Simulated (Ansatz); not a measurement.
# AlCo (Pm-3m): modes against biaxial strain in the (001) plane, part 2 of 2

Wanted: the shifts of the zone-centre modes of AlCo (Pm-3m) with strain.

Ansatz 0.2.0; DFT PBEsol, scalar-relativistic, plane waves, PAW; PAW set soft_1.

So far. Step 3 (Tight relaxation): The forces vanish by symmetry and the pressure is 0.001 GPa, within the tolerances set. The cell now holds 11.24 Å³/atom.

### Step 4. Modes at rest

The force constants come from the linear response of the density to a displacement.

The modes at rest are the reference of the series.

File input.yaml:

```yaml
crystal:
  lattice:
    - [2.8222089286, 0.0, 0.0]
    - [0.0, 2.8222089286, 0.0]
    - [0.0, 0.0, 2.8222089286]
  atoms:
    - { symbol: Al, position: [0.0, 0.0, 0.0] }
    - { symbol: Co, position: [0.5, 0.5, 0.5] }
kpoints:
  mp_grid: { grid: [16, 16, 16] }
hamiltonian:
  xc: pbesol
  pseudopotentials: { kind: paw, azcp: { folder: soft_1 }, xc_functional: pbe }
scf:
  occupations: { method: methfessel_paxton, width: 0.2 }
output:
  eigenvalues: true
phonons:
  method: dfpt
```

Run with:

```bash
$ ansatz run input.yaml --threads 4 --pin off --max-ram 10240MiB --backend cpu --events-out ev --progress --plain --runs-dir out
```

Numbers of over 12 decimals in the logs are rounded to 6 here.

Output:

```text
[...]
Crystal: 2 atoms, lattice volume = 22.479 Å³
Basis set: ecut = 420 eV, 461 PW (Γ), exchange–correlation on 40×40×40 points (8 copies of the dense FFT grid, shifted against one another)
Bands: 14, of which v1, the nominal top of the filled ones, is band 10 counted from 1 (9 counted from 0)
Symmetry: 48 space group operations
k-points: 405 of 4096 (irreducible under 8 space group operations, time reversal used)
[...]
SCF iter   1: F=—  HF=-5618.992146 eV  |F-HF|=—  |Δ(HF+E_count)|=         —  Δρ=7.01e-2  dr2=9.44e-1  ethr=3.10e-3  ⟨swp⟩=4.1  Hψ=25778  notcnv=0
[...]
SCF iter   9: F=-5618.777913 eV  HF=-5618.777913 eV  |F-HF|=9.09e-13  |Δ(HF+E_count)|=  2.27e-11  S|Δr|=    0.00e0  Δρ=4.59e-8  dr2=4.24e-13  ethr=1.00e-12  ⟨swp⟩=5.1  Hψ=23075  notcnv=0
SCF 1 converged in 9 iterations: F = -5618.777913 eV  dr2 = 4.24e-13
[...]
DFPT response loops at Γ: preconditioner auto → Kerker (q_TF=auto, 2.676 Å⁻¹) (partly filled bands, converged f_vac=0.000); β = 1.00, the filter's whole step (`scf.mixing.beta` (0.50) is not read by the response loops under this deck's `scf.mixing.preconditioner`; to damp them name `kerker` or `kerker_dos`, under which they read `scf.mixing.beta`, and type it under 1.00, their step now; both keys bind the ground state too); Broyden in place of MSR1
SCF converged after 9 iterations
[...]
Free energy (F): -5618.777913 eV
[...]
Internal energy: -5618.779781 eV  (E = F + TS)
E sigma→0 (E₀):  -5618.778380 eV
Entropy (-TS):   0.001868 eV (0.934 meV/atom)
Fermi energy:    14.862562 eV
[...]
--- Band table (eV; the first three rows and the last of 405) ---
  k-point 0: bands = [... 6 lower, 11.7182, 14.0017, 14.0017, 14.0017, 20.9375, 20.9375, 20.9375, 23.6916]
  k-point 1: bands = [... 6 lower, 11.7398, 13.9592, 13.9592, 14.0062, 20.1818, 21.0437, 21.0437, 23.6788]
  k-point 2: bands = [... 6 lower, 11.8020, 13.8425, 13.8425, 14.0191, 18.8392, 21.3520, 21.3520, 23.6409]
  k-point 404: bands = [... 6 lower, 10.7726, 14.6327, 14.6327, 17.1846, 17.1846, 17.1846, 19.2535, 20.3869]
--- Phonons (Γ-DFPT): 2 representative perturbations + reference, on 405 of 4096 k-points (Σ response iterations 6) ---
  k mesh reduced under 8 symmetry operations, with k and −k counted as one. Each operation leaves every solved perturbation unchanged. A smaller set is not used because it would not reduce the number of displacements times k-points to solve
  ASR residual: 2.111e-5 → 0.000e0 eV/Å²; symmetrization residual: 2.439e-6 eV/Å²
  ASR residual per site (eV/Å²): 3.63e-6 2.11e-5
  Γ frequencies (cm⁻¹): 0.00 0.00 0.00 339.92 339.92 339.92
  non-analytic LO–TO correction: not included (Born effective charges unavailable; polar crystals: no LO–TO splitting at Γ)
```

Run time: 7.2 s. Hardware: 4 threads of Arm Neoverse V2, shared host; peak memory 0.64 GiB.

In the SCF lines HF is the Harris–Foulkes energy and dr2 the Hartree energy of the density residual, in eV; the loop may stop once dr2 is under the threshold and the program's other checks hold. Hψ counts applications of the Hamiltonian.

Numbers from this step:

| Item | Value |
| --- | --- |
| sum-rule residual before enforcement | 2.11e-5 eV/Å² |
| point group | m-3m |
| highest optical mode at the zone centre (no LO-TO term) | 339.9 cm⁻¹ |
| lowest optical zone-centre mode | 339.9 cm⁻¹ |

Patterns of degenerate modes are one choice out of their space. The modes at Γ (shares of kinetic energy by element, %):

| mode | frequency (cm⁻¹) | symmetry | Al % | Co % |
| --- | --- | --- | --- | --- |
| 1 | 0.0 | acoustic | 31 | 69 |
| 2 | 0.0 | acoustic | 31 | 69 |
| 3 | 0.0 | acoustic | 31 | 69 |
| 4 | 339.9 | T1u | 69 | 31 |
| 5 | 339.9 | T1u | 69 | 31 |
| 6 | 339.9 | T1u | 69 | 31 |

Displacements in mode 5 (339.9 cm⁻¹), the largest set to 1:
```
Al1  0.00  1.00  0.00
Co2  0.00 -0.46  0.00
```

Before it was imposed, the acoustic sum rule was missed by 2.1e-5 eV/Å². Small misses are needed for a sound result but don't prove that mesh and cutoff are converged. The lowest optical mode is real, 340 cm⁻¹.

### Step 5. Relaxation of a member: biaxial strain of +4 % in the (001) plane

The cell takes a biaxial strain of +4 % in the (001) plane. The strained lengths are held, while the rest of the cell and the atoms relax.

input.yaml, the sections that differ from step 4:

```yaml
crystal:
  lattice:
    - [2.9350972858, 0.0, 0.0]
    - [0.0, 2.9350972858, 0.0]
    - [0.0, 0.0, 2.7636579838]
  atoms:
    - { symbol: Al, position: [0.0, 0.0, 0.0] }
    - { symbol: Co, position: [0.5, 0.5, 0.5] }
output:
  forces: true
  stress: true
  eigenvalues: true
relax:
  adjacent_minimum: "off"
  f_tol: 0.001
  max_steps: 60
  cell: { stress_tol: 0.01, fix: [a, b, gamma] }
# kpoints, hamiltonian, scf: as in step 4
# phonons: removed
```

Output:

```text
[...]
Crystal: 2 atoms, lattice volume = 23.808 Å³
Basis set: ecut = 420 eV, 461 PW (Γ), exchange–correlation on 40×40×40 points (8 copies of the dense FFT grid, shifted against one another)
Bands: 14, of which v1, the nominal top of the filled ones, is band 10 counted from 1 (9 counted from 0)
Symmetry: 16 space group operations
[...]
k-points: 405 of 4096
[...]
k-point 404: bands = [... 6 lower, 10.1499, 13.6475, 13.8875, 16.2389, 16.2389, 16.4645, 17.9025, 18.7156]
--- Relaxed structure (4 steps of the walk, 4 accepted, 1 SCFs on fresh bases) ---
[...]
cell:  # Å, volume = 23.6697 Å³
    - [2.9350972858, 0.0, 0.0]
    - [0.0, 2.9350972858, 0.0]
    - [0.0, 0.0, 2.747568]
  atoms:
    - { symbol: Al, position: [0, 0, 0.0] }
    - { symbol: Co, position: [0.5, 0.5, 0.5] }
[key lines of the parts left out:]
SCF converged after 5 iterations
Free energy (F): -5618.705128 eV
Fermi energy:    13.894461 eV
P = ⅓ Tr σ = -8.3306 GPa (-83.306 kbar)
```

Elapsed: 8 s, on 4 threads; peak memory 0.42 GiB; 29 s of CPU time.

Step by step:

```
step  energy less that of the first step (eV)  largest force component (eV/Å)  pressure (GPa)  volume (Å³)
   1                                   0.0000                          0.0000           -9.33        23.81
   2                                  -0.0008                          0.0000           -8.58        23.70
   3                                  -0.0009                          0.0000           -8.32        23.67
   4                                  -0.0009                          0.0000           -8.33        23.67
  5*                                  -0.0009                          0.0000           -8.33        23.67
```

Relaxation steps marked * repeat the geometry before them on a plane-wave basis chosen anew for their cell, so energy and pressure can jump there.

The run keeps the 16 symmetry operations that it works with, so distortions that break them were not tested.

```csv
"conventional cell, symmetrised",before,after,change
a (Å),2.935,2.935,+0.0 %
b (Å),2.935,2.935,+0.0 %
c (Å),2.764,2.748,-0.6 %
volume (Å³/atom),11.90,11.83,-0.6 %
```

The relaxed structure:

```xyz
2
Lattice="2.9351 0.0000 0.0000 0.0000 2.9351 0.0000 0.0000 0.0000 2.7476" Properties=species:S:1:pos:R:3 pbc="T T T"
Al    0.0000    0.0000    0.0000
Co    1.4675    1.4675    1.3738
```

This step gave:

- pressure: -8.331 GPa
- volume per atom: 11.83 Å³

The forces vanish by symmetry.

The cell shrank by 0.6 % in volume.

### Step 6. Zone-centre modes of the member: biaxial strain of +4 % in the (001) plane

The zone-centre modes follow for biaxial strain of +4 % in the (001) plane.

input.yaml, the sections that differ from step 5:

```yaml
crystal:
  lattice:
    - [2.9350972858, 0.0, 0.0]
    - [0.0, 2.9350972858, 0.0]
    - [0.0, 0.0, 2.7475684518]
  atoms:
    - { symbol: Al, position: [0.0, 0.0, 0.0] }
    - { symbol: Co, position: [0.5, 0.5, 0.5] }
output:
  eigenvalues: true
phonons:
  method: dfpt
# kpoints, hamiltonian, scf: as in step 5
# relax: removed
```

Output:

```text
zone centre: on kpoints.mp_grid the ground state, and the responses unless they are solved on pairs of k-points, stand on 729 of the mesh's 4096 k-points, reduced under 8 symmetry operations, with k and −k counted as one. Each operation leaves every solved displacement unchanged or reverses it
[...]
Crystal: 2 atoms, lattice volume = 23.670 Å³
Basis set: ecut = 420 eV, 461 PW (Γ), exchange–correlation on 40×40×40 points (8 copies of the dense FFT grid, shifted against one another)
Bands: 14, of which v1, the nominal top of the filled ones, is band 10 counted from 1 (9 counted from 0)
Symmetry: 16 space group operations
k-points: 729 of 4096 (irreducible under 8 space group operations)
[...]
SCF iter   1: F=—  HF=-5618.954508 eV  |F-HF|=—  |Δ(HF+E_count)|=         —  Δρ=7.97e-2  dr2=1.32e0  ethr=3.10e-3  ⟨swp⟩=4.1  Hψ=46442  notcnv=0
[...]
SCF iter   9: F=-5618.705128 eV  HF=-5618.705128 eV  |F-HF|=1.82e-12  |Δ(HF+E_count)|=  1.00e-11  S|Δr|=    0.00e0  Δρ=8.60e-8  dr2=1.15e-12  ethr=1.00e-12  ⟨swp⟩=5.1  Hψ=41300  notcnv=0
SCF 1 converged in 9 iterations: F = -5618.705128 eV  dr2 = 1.15e-12
[...]
SCF converged after 9 iterations
[...]
Free energy (F): -5618.705128 eV
[...]
Internal energy: -5618.702958 eV  (E = F + TS)
E sigma→0 (E₀):  -5618.704586 eV
Entropy (-TS):   -0.002171 eV (-1.085 meV/atom)
Fermi energy:    13.894461 eV
[...]
--- Band table (eV; the first three rows and the last of 729) ---
  k-point 0: bands = [... 6 lower, 11.1174, 13.0143, 13.2860, 13.2860, 19.0094, 19.0094, 21.4373, 22.3498]
  k-point 1: bands = [... 6 lower, 11.1255, 13.0203, 13.2322, 13.2322, 19.1256, 19.1256, 20.3727, 22.3495]
  k-point 2: bands = [... 6 lower, 11.1340, 13.0375, 13.0868, 13.0868, 18.8379, 19.4593, 19.4593, 22.3483]
  k-point 728: bands = [... 6 lower, 10.1499, 13.6475, 13.8875, 16.2389, 16.2389, 16.4645, 17.9025, 18.7156]
[...]
ASR residual: 4.021e-5 → 0.000e0 eV/Å²; symmetrization residual: 1.984e-6 eV/Å²
  ASR residual per site (eV/Å²): 1.39e-5 4.02e-5
  Γ frequencies (cm⁻¹): 0.00 0.00 0.00 306.03 306.03 308.62
[...]
```

It took 20 s on 4 threads; peak memory 0.95 GiB.

This step gave:

| Item | Value |
| --- | --- |
| sum-rule residual before enforcement | 4.02e-5 eV/Å² |
| point group | 4/mmm |
| highest optical mode at the zone centre (no LO-TO term) | 308.6 cm⁻¹ |
| lowest optical zone-centre mode | 306.0 cm⁻¹ |

Patterns of degenerate modes are one choice out of their space. Modes at Γ, with each element's share of the kinetic energy:

| mode | frequency (cm⁻¹) | symmetry | Al % | Co % |
| --- | --- | --- | --- | --- |
| 1 | 0.0 | acoustic | 31 | 69 |
| 2 | 0.0 | acoustic | 31 | 69 |
| 3 | 0.0 | acoustic | 31 | 69 |
| 4 | 306.0 | Eu | 69 | 31 |
| 5 | 306.0 | Eu | 69 | 31 |
| 6 | 308.6 | A2u | 69 | 31 |

The lowest optical mode is real, 306 cm⁻¹, and the highest lies at 308.6 cm⁻¹.

For the highest optical mode at the zone centre (no LO-TO term), step 4 gave 340 cm⁻¹; this run, with strain 4 %, gives 309 cm⁻¹ (-9 %).

### Step 7. A member of the series: biaxial strain of -4 % in the (001) plane

The cell takes a biaxial strain of -4 % in the (001) plane. The strained lengths are held, while the rest of the cell and the atoms relax.

input.yaml, the sections that differ from step 6:

```yaml
crystal:
  lattice:
    - [2.7093205714, 0.0, 0.0]
    - [0.0, 2.7093205714, 0.0]
    - [0.0, 0.0, 2.9206504611]
  atoms:
    - { symbol: Al, position: [0.0, 0.0, 0.0] }
    - { symbol: Co, position: [0.5, 0.5, 0.5] }
output:
  forces: true
  stress: true
  eigenvalues: true
relax:
  adjacent_minimum: "off"
  f_tol: 0.001
  max_steps: 60
  cell: { stress_tol: 0.01, fix: [a, b, gamma] }
# kpoints, hamiltonian, scf: as in step 6
# phonons: removed
```

Output:

```text
[...]
Crystal: 2 atoms, lattice volume = 21.439 Å³
Basis set: ecut = 420 eV, 421 PW (Γ), exchange–correlation on 40×40×40 points (8 copies of the dense FFT grid, shifted against one another)
Bands: 14, of which v1, the nominal top of the filled ones, is band 10 counted from 1 (9 counted from 0)
Symmetry: 16 space group operations
[...]
k-points: 405 of 4096
[...]
k-point 404: bands = [... 6 lower, 11.2541, 15.0906, 15.4532, 17.6010, 17.9614, 17.9614, 20.2271, 20.8477]
--- Relaxed structure (5 steps of the walk, 5 accepted, 2 SCFs on fresh bases) ---
[...]
cell:  # Å, volume = 21.7235 Å³
    - [2.7093205714, 0, 0]
    - [0, 2.7093205714, 0]
    - [0, 0, 2.959433]
  atoms:
    - { symbol: Al, position: [0, 0, 0] }
    - { symbol: Co, position: [0.5, 0.5, 0.5] }
[key lines of the parts left out:]
SCF converged after 6 iterations
Free energy (F): -5618.709323 eV
Fermi energy:    15.276083 eV
P = ⅓ Tr σ = 8.1500 GPa (81.500 kbar)
```

It took 11 s on 4 threads; peak memory 0.4 GiB.

Relaxation path:

```csv
step,energy less that of the first step (eV),largest force component (eV/Å),pressure (GPa),volume (Å³)
1,0.0000,0.0000,10.97,21.44
2,-0.0020,0.0000,9.72,21.56
3,-0.0029,0.0000,8.24,21.71
4,-0.0029,0.0000,8.16,21.72
5*,-0.0031,0.0000,8.16,21.72
6,-0.0031,0.0000,8.15,21.72
7*,-0.0031,0.0000,8.15,21.72
```

Relaxation steps marked * repeat the geometry before them on a plane-wave basis chosen anew for their cell, so energy and pressure can jump there.

The run keeps the 16 symmetry operations that it works with, so distortions that break them were not tested.

```csv
"conventional cell, symmetrised",before,after,change
a (Å),2.709,2.709,-0.0 %
b (Å),2.709,2.709,-0.0 %
c (Å),2.921,2.959,+1.3 %
volume (Å³/atom),10.72,10.86,+1.3 %
```

Final coordinates:

```
Al Co
1.0
     2.70932    0.00000    0.00000
     0.00000    2.70932    0.00000
     0.00000    0.00000    2.95943
Al Co
1 1
Direct
  0.00000 0.00000 0.00000
  0.50000 0.50000 0.50000
```

Numbers from this step:

* pressure: 8.150 GPa
* volume per atom: 10.86 Å³

The forces vanish by symmetry.

The cell grew by 1.3 % in volume.

### Step 8. Modes of this member: biaxial strain of -4 % in the (001) plane

The zone-centre modes follow for biaxial strain of -4 % in the (001) plane.

input.yaml, the sections that differ from step 7:

```yaml
crystal:
  lattice:
    - [2.7093205714, 0.0, 0.0]
    - [0.0, 2.7093205714, 0.0]
    - [0.0, 0.0, 2.9594327183]
  atoms:
    - { symbol: Al, position: [0.0, 0.0, 0.0] }
    - { symbol: Co, position: [0.5, 0.5, 0.5] }
output:
  eigenvalues: true
phonons:
  method: dfpt
# kpoints, hamiltonian, scf: as in step 7
# relax: removed
```

Output:

```text
[...]
Crystal: 2 atoms, lattice volume = 21.723 Å³
Basis set: ecut = 420 eV, 421 PW (Γ), exchange–correlation on 40×40×40 points (8 copies of the dense FFT grid, shifted against one another)
Bands: 14, of which v1, the nominal top of the filled ones, is band 10 counted from 1 (9 counted from 0)
Symmetry: 16 space group operations
k-points: 729 of 4096 (irreducible under 8 space group operations)
[...]
k-point 2: bands = [... 6 lower, 12.3265, 14.4015, 14.4015, 14.8492, 18.0872, 23.2434, 23.2434, 24.6247]
  k-point 728: bands = [... 6 lower, 11.2541, 15.0906, 15.4532, 17.6010, 17.9614, 17.9614, 20.2271, 20.8477]
[...]
ASR residual: 1.562e-5 → 0.000e0 eV/Å²; symmetrization residual: 1.449e-6 eV/Å²
  ASR residual per site (eV/Å²): 1.56e-5 3.81e-6
  Γ frequencies (cm⁻¹): 0.00 0.00 0.00 352.85 352.85 364.02
[...]
[key lines of the parts left out:]
SCF converged after 10 iterations
Free energy (F): -5618.709323 eV
Fermi energy:    15.276083 eV
```

It took 19 s on 4 threads; peak memory 0.91 GiB; 69 s of CPU time.

This step gave:

```yaml
sum_rule_residual_before_enforcement: 1.56e-5 eV/Å²
highest_optical_mode_at_the_zone_centre_no_lo_to_term: 364.0 cm⁻¹
lowest_optical_zone_centre_mode: 352.9 cm⁻¹
```

Patterns of degenerate modes are one choice out of their space. The modes at Γ (shares of kinetic energy by element, %):

```csv
mode,frequency (cm⁻¹),symmetry,Al %,Co %
1,0.0,acoustic,31,69
2,0.0,acoustic,31,69
3,0.0,acoustic,31,69
4,352.9,Eu,69,31
5,352.9,Eu,69,31
6,364.0,A2u,69,31
```

The lowest optical mode is real, 353 cm⁻¹, and the highest lies at 364.0 cm⁻¹.

For the highest optical mode at the zone centre (no LO-TO term), step 4 gave 340 cm⁻¹; this run, with strain -4 %, gives 364 cm⁻¹ (+7 %).

### Step 9. All members side by side

The members are set side by side, also those not shown above.

Stress is positive in compression; energies are extrapolated to zero smearing, and E0 is that at rest; the edges not held and the atoms are relaxed in each cell; all runs use 16×16×16 k points and Methfessel-Paxton smearing of 0.2 eV. State of the crystal along the series:

| strain (%) | in-plane stress (GPa) | free strain along [001] (%) | E - E0 (meV/atom) |
| --- | --- | --- | --- |
| -4 | 12.22 | 4.862 | 34.74 |
| -3 | 9.111 | 3.488 | 19.68 |
| -2 | 6.069 | 2.206 | 8.957 |
| -1 | 3.059 | 1.024 | 2.296 |
| 0 | 5.46e-4 | 0 | 0 |
| 1 | -3.292 | -0.7902 | 2.411 |
| 2 | -6.552 | -1.46 | 9.533 |
| 3 | -9.624 | -2.075 | 21.1 |
| 4 | -12.49 | -2.645 | 36.9 |

Optical modes are counted from below at rest and tracked from member to member by their patterns, and modes that stay within 0.3 cm⁻¹ of each other stand once; labels, where given, are those at rest; the edges not held and the atoms are relaxed in each cell; all runs use 16×16×16 k points and Methfessel-Paxton smearing of 0.2 eV. Optical modes along the series:

```
strain (%)  optical mode 1 T1u, singlet (cm⁻¹)  optical mode 2 T1u, doublet (cm⁻¹)
        -4                                 364                               352.9
        -3                               358.7                               351.4
        -2                               352.9                               348.9
        -1                               346.8                               345.2
         0                               339.9                               339.9
         1                               332.3                               332.6
         2                               324.4                               324.2
         3                               316.5                               315.4
         4                               308.6                                 306
```

Value and slope at zero strain of a cubic (a lower polynomial where under five rows exist) through the rows within 2 % of rest. Slopes at rest:

```csv
mode,frequency (cm⁻¹),shift per percent of strain (cm⁻¹),shift per GPa of compressive stress (cm⁻¹)
"optical mode 1 T1u, singlet",339.9,-7.28,2.29
"optical mode 2 T1u, doublet",339.8,-6.32,1.99
```

### Step 10. Results

```json
{
  "members": "9",
  "highest optical mode at the zone centre (no LO-TO term), at rest": "339.9 cm⁻¹",
  "biaxial modulus in the (001) plane": "318 GPa",
  "optical mode 1 T1u, singlet, shift per percent": "-7.28 cm⁻¹",
  "optical mode 2 T1u, doublet, shift per percent": "-6.32 cm⁻¹"
}
```

In words: The stress changes by 3.18 GPa for each percent, a biaxial modulus of 318 GPa in the (001) plane. For each percent the free edge responds with -0.90 %. The strain lowers the symmetry: the level at 339.9 cm⁻¹ splits, into 364.0 and 352.9 cm⁻¹ at -4 %. Within 2 % of rest optical mode 2 T1u, doublet bends away from a straight line, so a single slope holds only near rest. The fastest shift in the table of slopes is -7.3 cm⁻¹ for each percent (optical mode 1 T1u, singlet), or 2.3 cm⁻¹ for each GPa of compressive stress. For small strain, the measured shift of a line that Raman or infrared light can see, divided by its slope, estimates the stress, if the state of stress is of this kind. These are harmonic frequencies at zero temperature: anharmonic shifts, linewidths and thermal expansion are left out. With no gap, or one that is small against the smearing, the frequencies hang on the k mesh and the smearing, most of all near Kohn anomalies. The runs are without spin polarisation, although Co often carries a moment. The PAW files were made for PBE; the program adapts parts of them to the functional of the run, but their partial waves stay those of PBE, an approximation that was not tested in this session. Only the zone centre was solved, so an instability at another wavevector cannot show here.

[Logs are printed without paths, hosts, clocks, repeated set-up lines and the standing remarks that a program may print on its own settings, such as how far it seeks lower states.]

[Hosts, paths, dates, database ids (printed as entryN), source tags and the programs' standing remarks are cut or masked in the printed files.]
